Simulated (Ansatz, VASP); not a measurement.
# W: VASP beside Ansatz

The input INCAR:

```
SYSTEM = W
PREC = Accurate ; ENCUT = 520
EDIFF = 1E-6 ; ISMEAR = -1
SIGMA = 0.1 ; LREAL = .FALSE.
LASPH = .TRUE. ; NELM = 100
ALGO = Normal ; ISIF = 2
LWAVE = .FALSE. ; LCHARG = .FALSE.
GGA = PE ; NBANDS = 21
```

File KPOINTS:

```
Automatic mesh
0
G
  17 17 9
  0 0 0
```

File POSCAR:

```
W
1.0
    2.7780508459      0.0000000000      0.0000000000
   -1.3890254229      2.4058626055      0.0000000000
    0.0000000000      0.0000000000      4.9437412695
W
2
Direct
    0.3333333333      0.6666666667      0.2500000000
    0.6666666667      0.3333333333      0.7500000000
```

Input for Ansatz:

```yaml
crystal:
  lattice:
    - [2.7780508459, 0.0, 0.0]
    - [-1.3890254229, 2.4058626055, 0.0]
    - [0.0, 0.0, 4.9437412695]
  atoms:
    - { symbol: W, position: [0.3333333333, 0.6666666667, 0.25] }
    - { symbol: W, position: [0.6666666667, 0.3333333333, 0.75] }
kpoints:
  mp_grid: { grid: [17, 17, 9] }
  band_path:
    path:
      - [0.0, 0.0, 0.0]
      - [0.5, 0.0, 0.0]
      - [0.3333333333, 0.3333333333, 0.0]
      - [0.0, 0.0, 0.0]
      - [0.0, 0.0, 0.5]
      - [0.5, 0.0, 0.5]
      - [0.3333333333, 0.3333333333, 0.5]
      - [0.0, 0.0, 0.5]
      - [0.5, 0.0, 0.5]
    npoints: 8
scf:
  occupations: { method: fermi_dirac, width: 0.1 }
hamiltonian:
  xc: pbe
  pseudopotentials: { kind: paw }
output:
  forces: true
  stress: true
  eigenvalues: true
  populations: true
  dos: { projected: true, de: 0.2, e_range: [-14, 8] }
  write_density: true
  write_potential: true
  elf: true
  volumetric_format: npy
```

Change from the starting cell: volume scaled by 1, PAW files.

Alike in both runs: task single point; functional PBE; k mesh 17 × 17 × 9; occupations fermi-dirac, width 0.1 eV; no spin polarisation.

|  | VASP | Ansatz |
| --- | --- | --- |
| version | VASP 6.6.1 | Ansatz 0.2.0 |
| potentials or method | VASP PAW PBE potentials, release 64 (W_sv) | PAW with Ansatz's default frozen-core files, scalar-relativistic |
| plane-wave cutoff (eV) | 520 | 420 |
| valence electrons in the cell | 28 | 28 |

```csv
,VASP,Ansatz,Ansatz less VASP
pressure (GPa),0.4,0.0,-0.42
largest component of the traceless stress (GPa),0.10,0.02,-0.082
```

The runs have no spin-orbit coupling, so splittings on W are missing.
